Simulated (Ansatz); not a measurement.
# Σ11 (332) boundary in bcc W with Bi (substitutional): structure and resistance

Aim: the relaxed structure and the specific resistance of the Σ11 (332) boundary in bcc W with Bi (substitutional).

Method: Ansatz plane-wave DFT, PBE, PAW files; relaxation of a bicrystal slab with its lowest layers held; PAW set soft_1, in the first sound run; inputs show where later runs differ, in Ansatz 0.2.0.

## 1. Starting point

The cell holds 28 atoms: 27 W and 1 Bi. Cell: a = 4.476 Å, b = 5.248 Å, c = 29.893 Å, α = 90.0°, β = 90.0°, γ = 90.0°. It derives from W. built on the (3 3 2) plane; 2 overlapping atoms removed and the grains opened by 0 Å. Vacuum lies along c.

## 2. Relaxing the bicrystal

The boundary is built by mirroring the lower grain in the boundary plane and removing any atoms that overlap; then the Bi is put in at the boundary. A thin bicrystal slab is relaxed first, with the lowest layers held and the upper grain free to shift and open.

Input file input.yaml:

```yaml
crystal:
  lattice:
    - [4.4757030822, 0.0, 0.0]
    - [0.0, 5.2482270683, 0.0]
    - [0.0, 0.0, 29.8926535588]
  atoms:
    - { symbol: W, position: [0.0, 0.2727272727, 0.1672651774] }
    - { symbol: W, position: [0.5, 0.0, 0.1898371992] }
    - { symbol: W, position: [0.0, 0.7272727273, 0.2124092209] }
    - { symbol: W, position: [0.5, 0.4545454546, 0.2349812427] }
    - { symbol: W, position: [0.0, 0.1818181818, 0.2575532645] }
    - { symbol: W, position: [0.5, 0.9090909091, 0.2801252863] }
    - { symbol: W, position: [0.0, 0.6363636364, 0.302697308] }
    - { symbol: W, position: [0.5, 0.3636363636, 0.3252693298] }
    - { symbol: W, position: [0.0, 0.0909090909, 0.3478413516] }
    - { symbol: W, position: [0.5, 0.8181818182, 0.3704133734] }
    - { symbol: W, position: [0.0, 0.5454545455, 0.3929853952] }
    - { symbol: W, position: [0.5, 0.2727272727, 0.4155574169] }
    - { symbol: Bi, position: [0.0, 0.0, 0.4381294387] }
    - { symbol: W, position: [0.0, 0.5454545455, 0.4832734823] }
    - { symbol: W, position: [0.5, 0.8181818182, 0.505845504] }
    - { symbol: W, position: [0.0, 0.0909090909, 0.5284175258] }
    - { symbol: W, position: [0.5, 0.3636363636, 0.5509895476] }
    - { symbol: W, position: [0.0, 0.6363636364, 0.5735615694] }
    - { symbol: W, position: [0.5, 0.9090909091, 0.5961335911] }
    - { symbol: W, position: [0.0, 0.1818181818, 0.6187056129] }
    - { symbol: W, position: [0.5, 0.4545454546, 0.6412776347] }
    - { symbol: W, position: [0.0, 0.7272727273, 0.6638496565] }
    - { symbol: W, position: [0.5, 0.0, 0.6864216783] }
    - { symbol: W, position: [0.0, 0.2727272727, 0.7089937] }
    - { symbol: W, position: [0.5, 0.5454545455, 0.7315657218] }
    - { symbol: W, position: [0.0, 0.8181818182, 0.7541377436] }
    - { symbol: W, position: [0.5, 0.0909090909, 0.7767097654] }
    - { symbol: W, position: [0.0, 0.3636363637, 0.7992817871] }
kpoints:
  mp_grid: { grid: [5, 5, 1] }
hamiltonian:
  xc: pbe
  pseudopotentials: { kind: paw, azcp: { folder: soft_1 } }
scf:
  occupations: { method: fermi_dirac, width: 0.1 }
relax:
  f_tol: 0.03
  max_steps: 80
  constraints: [{ sites: [0, 1, 2, 3, 4] }]
```

Command:

```sh
> ansatz run input.yaml --threads 4 --pin off --max-ram 15360MiB --backend cpu --events-out ev --progress --plain --runs-dir out
```

Numbers of over 12 decimals in the logs are rounded to 6 here.

Output:

```text
Engine: ansatz 0.2.0, aarch64-unknown-linux-gnu
Pseudopotentials: kind: paw
Pseudopotential: W, paw, valence charge 14, recommended cutoff 420 eV (normal), soft_1/W.paw.azcp
Pseudopotential: Bi, paw, valence charge 15, recommended cutoff 420 eV (normal), soft_1/Bi.paw.azcp
Functional definition: PBE
  parameter kappa = 0.804
  parameter beta = 0.066725
  exchange = pbe_x(kappa = kappa, mu = beta*pi^2/3)
  correlation = pbe_c(beta = beta)
Crystal: 28 atoms, lattice volume = 702.164 Å³
Basis set: ecut = 420 eV, 13769 PW (Γ), exchange–correlation on 60×72×400 points (8 copies of the dense FFT grid, shifted against one another)
Bands: 236, of which v1, the nominal top of the filled ones, is band 197 counted from 1 (196 counted from 0)
Symmetry: 2 space group operations
Space group: Pm (ITA 6), of the structure as read, at distance tolerance 8.9e-5 Å
k-points: 9 of 25 (time reversal used)
Non-local potential: W, projectors of the file, l = 0: 3, l = 1: 2, l = 2: 2, l = 3: 1
Non-local potential: Bi, projectors of the file, l = 0: 2, l = 1: 2, l = 2: 2, l = 3: 1
PAW form: soft (Blöchl's): semilocal exchange-correlation on the pseudo side does not see the compensation charge
PAW one-centre angular grid: W, 590 points (default); XC on 64 Gauss nodes
PAW one-centre angular grid: Bi, 590 points (default); XC on 64 Gauss nodes
Initial density: superposition of atomic densities (neutral atoms: chi_scale 0, normalization atom)
Initial wavefunctions: pseudopotential atomic-orbital guess
Functional: x = pbe(κ = 0.804, μ = 0.219515), c = pbe(β = 0.066725)
SCF iter   1: F=—  HF=-292813.138821 eV  |F-HF|=—  |Δ(HF+E_count)|=         —  Δρ=5.49e-2  dr2=1.58e2  ethr=3.10e-3  ⟨swp⟩=8.9  Hψ=9552  notcnv=0
preconditioner: auto → LDOS  [metal: Δε(μ)=0.025 eV  Ē_g=6.146 eV  σ=0.100 eV  W_gap=0.06  n_scr=176 (ndim 8)  ℏωp=18.6 eV  f_vac=0.284  D(μ)=18.60/eV (n_scr^D=128)  β→1.0]
SCF iter   2: F=—  HF=-292811.023147 eV  |F-HF|=—  |Δ(HF+E_count)|=    2.12e0  Δρ=5.06e-2  dr2=2.75e2  ethr=3.10e-3  ⟨swp⟩=9.2  Hψ=7960  notcnv=0  defer=6
SCF iter   3: F=—  HF=-292801.633751 eV  |F-HF|=—  |Δ(HF+E_count)|=    9.39e0  Δρ=1.03e-2  dr2=2.77e0  ethr=3.10e-3  ⟨swp⟩=7.8  Hψ=6170  notcnv=0  defer=3
SCF iter   4: F=—  HF=-292801.358156 eV  |F-HF|=—  |Δ(HF+E_count)|=   2.76e-1  Δρ=3.01e-3  dr2=1.25e-1  ethr=7.05e-4  ⟨swp⟩=3.2  Hψ=3389  notcnv=0  defer=3
SCF iter   5: F=—  HF=-292801.347791 eV  |F-HF|=—  |Δ(HF+E_count)|=   1.04e-2  Δρ=1.18e-3  dr2=4.88e-2  ethr=3.19e-5  ⟨swp⟩=3.6  Hψ=4065  notcnv=0
SCF iter   6: F=—  HF=-292801.346408 eV  |F-HF|=—  |Δ(HF+E_count)|=   1.38e-3  Δρ=5.52e-4  dr2=9.81e-3  ethr=1.24e-5  ⟨swp⟩=2.0  Hψ=2953  notcnv=0
SCF iter   7: F=—  HF=-292801.345249 eV  |F-HF|=—  |Δ(HF+E_count)|=   1.16e-3  Δρ=1.47e-4  dr2=4.42e-4  ethr=2.50e-6  ⟨swp⟩=2.2  Hψ=2852  notcnv=0
SCF iter   8: F=—  HF=-292801.345288 eV  |F-HF|=—  |Δ(HF+E_count)|=   3.86e-5  Δρ=6.44e-5  dr2=1.39e-4  ethr=1.12e-7  ⟨swp⟩=3.2  Hψ=3804  notcnv=0
SCF iter   9: F=-292801.345285 eV  HF=-292801.345288 eV  |F-HF|=3.26e-6  |Δ(HF+E_count)|=   4.57e-7  Δρ=2.04e-5  dr2=9.52e-6  ethr=5.73e-9  ⟨swp⟩=3.1  Hψ=7595  notcnv=0
SCF 1 converged in 9 iterations: F = -292801.345285 eV  dr2 = 9.52e-6
  greatest PAW one-centre occupation: 0.999 electrons in one spin orbital (limit 2), on the W atom at site 25 (counted from 0), in its partial waves of l = 0
relax step   1: F+E_penalty+E_count = -292801.34528470 eV  Δ(F+E_penalty+E_count) = +0.000e0 eV  max|allowed force component| = 2.591e0 eV/Å  Δτ_max = 0.0000 Å  (9 SCF iters, dr2 threshold 2.25e-5 eV, accepted)
Initial density: handed on by an earlier stage of this run
Initial wavefunctions: those handed on with the density
iter 1 solved again at ethr=9.97e-4 eV; its pass at ethr=3.10e-3 eV (dr2=3.92e0 eV) is discarded
SCF iter   1: F=—  HF=-292802.597118 eV  |F-HF|=—  |Δ(HF+E_count)|=         —  Δρ=1.19e-2  dr2=3.97e0  ethr=9.97e-4  ⟨swp⟩=1.4  Hψ=7683  notcnv=0
preconditioner: auto → LDOS  [metal: Δε(μ)=0.026 eV  Ē_g=4.803 eV  σ=0.100 eV  W_gap=0.07  n_scr=176 (ndim 8)  ℏωp=18.1 eV  f_vac=0.292  D(μ)=19.47/eV (n_scr^D=144)  β→1.0]
SCF iter   2: F=—  HF=-292802.474226 eV  |F-HF|=—  |Δ(HF+E_count)|=   1.23e-1  Δρ=6.10e-3  dr2=8.51e-1  ethr=9.97e-4  ⟨swp⟩=3.1  Hψ=3694  notcnv=0
SCF iter   3: F=—  HF=-292802.337349 eV  |F-HF|=—  |Δ(HF+E_count)|=   1.37e-1  Δρ=2.03e-3  dr2=9.74e-2  ethr=2.17e-4  ⟨swp⟩=3.2  Hψ=4718  notcnv=0
SCF iter   4: F=—  HF=-292802.320043 eV  |F-HF|=—  |Δ(HF+E_count)|=   1.73e-2  Δρ=3.83e-4  dr2=4.08e-3  ethr=2.48e-5  ⟨swp⟩=2.9  Hψ=3490  notcnv=0
SCF iter   5: F=—  HF=-292802.320063 eV  |F-HF|=—  |Δ(HF+E_count)|=   2.01e-5  Δρ=1.28e-4  dr2=2.71e-4  ethr=1.04e-6  ⟨swp⟩=2.1  Hψ=2995  notcnv=0
SCF iter   6: F=-292802.320097 eV  HF=-292802.320129 eV  |F-HF|=3.16e-5  |Δ(HF+E_count)|=   6.56e-5  Δρ=5.00e-5  dr2=6.04e-5  ethr=2.54e-8  ⟨swp⟩=2.8  Hψ=8626  notcnv=0
SCF 2 converged in 6 iterations: F = -292802.320097 eV  dr2 = 6.04e-5
relax step   2: F+E_penalty+E_count = -292802.32009721 eV  Δ(F+E_penalty+E_count) = -9.748e-1 eV  max|allowed force component| = 9.329e-1 eV/Å  Δτ_max = 0.1999 Å  (6 SCF iters, dr2 threshold 1.00e-4 eV, accepted)
iter 1 solved again at ethr=5.29e-4 eV; its pass at ethr=3.10e-3 eV (dr2=2.08e0 eV) is discarded
SCF iter   1: F=—  HF=-292802.759325 eV  |F-HF|=—  |Δ(HF+E_count)|=         —  Δρ=1.50e-2  dr2=2.07e0  ethr=5.29e-4  ⟨swp⟩=1.3  Hψ=7788  notcnv=0
preconditioner: auto → LDOS  [metal: Δε(μ)=0.021 eV  Ē_g=4.789 eV  σ=0.100 eV  W_gap=0.05  n_scr=176 (ndim 8)  ℏωp=18.1 eV  f_vac=0.289  D(μ)=19.33/eV (n_scr^D=132)  β→1.0]
SCF iter   2: F=—  HF=-292802.663056 eV  |F-HF|=—  |Δ(HF+E_count)|=   9.63e-2  Δρ=4.66e-3  dr2=2.57e-1  ethr=5.26e-4  ⟨swp⟩=2.9  Hψ=4079  notcnv=0
SCF iter   3: F=—  HF=-292802.612711 eV  |F-HF|=—  |Δ(HF+E_count)|=   5.03e-2  Δρ=1.76e-3  dr2=5.53e-2  ethr=6.53e-5  ⟨swp⟩=3.0  Hψ=4592  notcnv=0
SCF iter   4: F=—  HF=-292802.601320 eV  |F-HF|=—  |Δ(HF+E_count)|=   1.14e-2  Δρ=4.79e-4  dr2=2.08e-3  ethr=1.41e-5  ⟨swp⟩=3.1  Hψ=3546  notcnv=0
SCF iter   5: F=—  HF=-292802.600115 eV  |F-HF|=—  |Δ(HF+E_count)|=   1.21e-3  Δρ=1.18e-4  dr2=1.46e-4  ethr=5.28e-7  ⟨swp⟩=2.6  Hψ=3766  notcnv=0
SCF iter   6: F=-292802.600139 eV  HF=-292802.600155 eV  |F-HF|=1.63e-5  |Δ(HF+E_count)|=   4.00e-5  Δρ=4.46e-5  dr2=3.04e-5  ethr=1.38e-8  ⟨swp⟩=2.8  Hψ=8193  notcnv=0
SCF 3 converged in 6 iterations: F = -292802.600139 eV  dr2 = 3.04e-5
relax step   3: F+E_penalty+E_count = -292802.60013854 eV  Δ(F+E_penalty+E_count) = -2.800e-1 eV  max|allowed force component| = 3.381e-1 eV/Å  Δτ_max = 0.1940 Å  (6 SCF iters, dr2 threshold 5.44e-5 eV, accepted)
[...]
relax step   4: F+E_penalty+E_count = -292802.71301188 eV  Δ(F+E_penalty+E_count) = -1.129e-1 eV  max|allowed force component| = 2.040e-1 eV/Å  Δτ_max = 0.2000 Å  (7 SCF iters, dr2 threshold 1.48e-5 eV, accepted)
[...]
relax step   5: F+E_penalty+E_count = -292802.78875829 eV  Δ(F+E_penalty+E_count) = -7.575e-2 eV  max|allowed force component| = 8.434e-2 eV/Å  Δτ_max = 0.1957 Å  (7 SCF iters, dr2 threshold 5.46e-6 eV, accepted)
[...]
relax step   6: F+E_penalty+E_count = -292802.82389166 eV  Δ(F+E_penalty+E_count) = -3.513e-2 eV  max|allowed force component| = 7.036e-2 eV/Å  Δτ_max = 0.1951 Å  (8 SCF iters, dr2 threshold 1.22e-6 eV, accepted)
[...]
relax step   7: F+E_penalty+E_count = -292802.82893600 eV  Δ(F+E_penalty+E_count) = -5.044e-3 eV  max|allowed force component| = 6.669e-2 eV/Å  Δτ_max = 0.1147 Å  (9 SCF iters, accepted)
[...]
relax step   8: F+E_penalty+E_count = -292802.82991132 eV  Δ(F+E_penalty+E_count) = -9.753e-4 eV  max|allowed force component| = 2.327e-2 eV/Å  Δτ_max = 0.0123 Å  (5 SCF iters, dr2 threshold 3.10e-6 eV, accepted)
iter 1 solved again at ethr=8.65e-11 eV; its pass at ethr=3.10e-3 eV (dr2=3.40e-7 eV) is discarded
SCF iter   1: F=—  HF=-292802.829937 eV  |F-HF|=—  |Δ(HF+E_count)|=         —  Δρ=5.93e-6  dr2=3.40e-7  ethr=8.65e-11  ⟨swp⟩=2.6  Hψ=5107  notcnv=0
preconditioner: auto → LDOS  [metal: Δε(μ)=0.024 eV  Ē_g=4.761 eV  σ=0.100 eV  W_gap=0.06  n_scr=176 (ndim 8)  ℏωp=18.1 eV  f_vac=0.285  D(μ)=19.51/eV (n_scr^D=144)  β→1.0]
SCF iter   2: F=—  HF=-292802.829911 eV  |F-HF|=—  |Δ(HF+E_count)|=   2.59e-5  Δρ=2.50e-6  dr2=1.09e-7  ethr=8.65e-11  ⟨swp⟩=3.3  Hψ=3841  notcnv=0
SCF iter   3: F=-292802.829911 eV  HF=-292802.829911 eV  |F-HF|=5.29e-8  |Δ(HF+E_count)|=   5.06e-9  Δρ=2.03e-6  dr2=7.69e-8  ethr=2.54e-11  ⟨swp⟩=5.0  Hψ=7086  notcnv=0
SCF 9 converged in 3 iterations: F = -292802.829911 eV  dr2 = 7.69e-8
relax step   9: F+E_penalty+E_count = -292802.82991140 eV  Δ(F+E_penalty+E_count) = -7.456e-8 eV  max|allowed force component| = 2.324e-2 eV/Å  Δτ_max = 0.0000 Å  (3 SCF iters, accepted)
SCF converged after 3 iterations
Free energy (F): -292802.829911 eV
Harris-Foulkes:  -292802.829911 eV  (|F-HF|=5.29e-8)
Internal energy: -292802.196233 eV  (E = F + TS)
E sigma→0 (E₀):  -292802.513072 eV
Entropy (-TS):   -0.633678 eV (-22.631 meV/atom)
Fermi energy:    12.783568 eV
--- Per-component energies (eV) ---
  E_band       = -5917.015665
  E_kinetic    = 11617.647240
  E_local      = -332551.367417  (includes V_loc(G=0)·N_el)
  E_nonlocal   = -269.188610
  E_hartree    = 163160.168003
  E_xc         = -7358.170241
  E_vxc        = -6349.368018  (∫ρ·V_xc dr)
  E_paw        = -242267.732406  (= ΣΔE_a)
  E_vpaw       = -4685.078944  (= ΣTr[D̂ρ^β])
  E_aug_tail   = 0.004223  (compensation charges beyond the density's cutoff)
  E_ewald      = 114866.442975
  E_smearing   = -0.633678  (= −TS)
  E_closure    = 0.000000  (closes the sum)
  Σ components = -292802.829911   (vs F -292802.829911, Δ=0.00e0)
--- Forces (eV/Å), atoms counted from 1 ---
  atom   1  W      0.00000000    -0.69566499     2.31609191
  atom   2  W      0.00000000     0.96625427     0.46499189
  atom   3  W     -0.00000000    -0.49953813    -0.31419394
  atom   4  W     -0.00000000     0.17780065    -1.36417428
  atom   5  W     -0.00000000     0.04319457    -1.11071389
  atom   6  W     -0.00000000    -0.00285722    -0.00307047
  atom   7  W      0.00000000     0.00530449    -0.00157660
  atom   8  W      0.00000000     0.00444700     0.02088505
  atom   9  W     -0.00000000    -0.00596131    -0.00442148
  atom  10  W      0.00000000     0.00931989    -0.00452232
  atom  11  W      0.00000000    -0.00464858     0.01805631
  atom  12  W      0.00000000    -0.00244620    -0.02323715
  atom  13  Bi     0.00000000     0.00907738    -0.00052009
  atom  14  W     -0.00000000    -0.01012091     0.00673350
  atom  15  W      0.00000000     0.00834949    -0.00768301
  atom  16  W      0.00000000     0.00100222     0.01404163
  atom  17  W     -0.00000000     0.00276696    -0.00394674
  atom  18  W     -0.00000000    -0.00727888     0.01508841
  atom  19  W      0.00000000     0.00428502    -0.01729766
  atom  20  W      0.00000000    -0.01289269     0.01581662
  atom  21  W     -0.00000000     0.00904750    -0.01675982
  atom  22  W     -0.00000000    -0.00906135     0.01422401
  atom  23  W      0.00000000     0.01015095    -0.00959501
  atom  24  W     -0.00000000    -0.00178325     0.00876549
  atom  25  W      0.00000000    -0.00046732    -0.00717634
  atom  26  W     -0.00000000     0.00530670     0.00517421
  atom  27  W     -0.00000000    -0.00068537    -0.00218665
  atom  28  W      0.00000000    -0.00283652    -0.00875805
  max |Σ_I F_I| component: 6.43e-5 eV/Å
--- Relaxed structure (9 steps of the walk, 9 accepted, 0 SCFs on fresh bases) ---
  F+E_penalty+E_count = -292802.82991140 eV   max|allowed force component| = 2.324e-2 eV/Å
  atoms:
    - { symbol: W, position: [0.0, 0.2727272727, 0.1672651774] }
    - { symbol: W, position: [0.500000, 0.0, 0.1898371992] }
    - { symbol: W, position: [0.0, 0.7272727273, 0.2124092209] }
    - { symbol: W, position: [0.500000, 0.4545454546, 0.2349812427] }
    - { symbol: W, position: [0.0, 0.1818181818, 0.2575532645] }
    - { symbol: W, position: [0.500000, 0.912381, 0.279473] }
    - { symbol: W, position: [0, 0.637491, 0.302482] }
    - { symbol: W, position: [0.500000, 0.366155, 0.325423] }
    - { symbol: W, position: [-7.474926783289662e-19, 0.087998, 0.347344] }
    - { symbol: W, position: [0.500000, 0.831511, 0.372528] }
    - { symbol: W, position: [-3.3509885425305586e-18, 0.528702, 0.391407] }
    - { symbol: W, position: [0.500000, 0.309629, 0.417971] }
    - { symbol: Bi, position: [-2.204842102009267e-18, -0.050926, 0.444097] }
    - { symbol: W, position: [-1.255989909050366e-17, 0.419367, 0.488472] }
    - { symbol: W, position: [0.500000, 0.658641, 0.511838] }
    - { symbol: W, position: [-1.2790624464925124e-17, -0.054880, 0.536764] }
    - { symbol: W, position: [0.500000, 0.214040, 0.554609] }
    - { symbol: W, position: [-1.5063451245921928e-17, 0.485983, 0.579649] }
    - { symbol: W, position: [0.500000, 0.758399, 0.601647] }
    - { symbol: W, position: [-1.4805970304827313e-17, 0.033672, 0.624748] }
    - { symbol: W, position: [0.500000, 0.305226, 0.647421] }
    - { symbol: W, position: [-1.4180251827387065e-17, 0.578184, 0.670901] }
    - { symbol: W, position: [0.500000, -0.147972, 0.693720] }
    - { symbol: W, position: [-1.4320153187871765e-17, 0.123588, 0.715866] }
    - { symbol: W, position: [0.500000, 0.400911, 0.741633] }
    - { symbol: W, position: [-1.5020606513429764e-17, 0.664616, 0.760842] }
    - { symbol: W, position: [0.500000, -0.059877, 0.780567] }
    - { symbol: W, position: [-2.138103919940562e-17, 0.199633, 0.799241] }
```

It took 9.6 min on 4 threads of Arm Neoverse V1, shared host; peak memory 3.4 GiB.

The steps of the relaxation:

| step | energy less that of the first step (eV) | largest force component (eV/Å) |
| --- | --- | --- |
| 1 | 0.0000 | 2.5912 |
| 2 | -0.9748 | 0.9329 |
| 3 | -1.2549 | 0.3381 |
| 4 | -1.3677 | 0.2040 |
| 5 | -1.4435 | 0.0843 |
| 6 | -1.4786 | 0.0704 |
| 7 | -1.4837 | 0.0667 |
| 8 | -1.4846 | 0.0233 |
| 9 | -1.4846 | 0.0232 |

The run keeps the 2 symmetry operations that it works with, so distortions that break them were not tested.

The atoms that moved most (Å):

| atom | dx | dy | dz | length |
| --- | --- | --- | --- | --- |
| W28 | 0.000 | -0.861 | -0.001 | 0.861 |
| W15 | 0.000 | -0.837 | 0.179 | 0.856 |
| W26 | 0.000 | -0.806 | 0.200 | 0.830 |
| W25 | 0.000 | -0.759 | 0.301 | 0.816 |
| W22 | 0.000 | -0.782 | 0.211 | 0.810 |
| W18 | 0.000 | -0.789 | 0.182 | 0.810 |
| W24 | 0.000 | -0.783 | 0.205 | 0.809 |
| W19 | 0.000 | -0.791 | 0.165 | 0.808 |

Numbers from this step:

```yaml
free_energy: -292802.8299 eV
energy_at_zero_smearing: -292802.5131 eV
fermi_energy: 12.78 eV
```

The largest force component on a free atom ends at 0.023 eV/Å, under the tolerance of 0.03, after 9 steps.

(Continued in part 2 of 2.)

[Logs are printed without paths, hosts, clocks, repeated set-up lines and the standing remarks that a program may print on its own settings, such as how far it seeks lower states.]

[Hosts, paths, dates, database ids (printed as entryN), source tags and the programs' standing remarks are cut or masked in the printed files.]
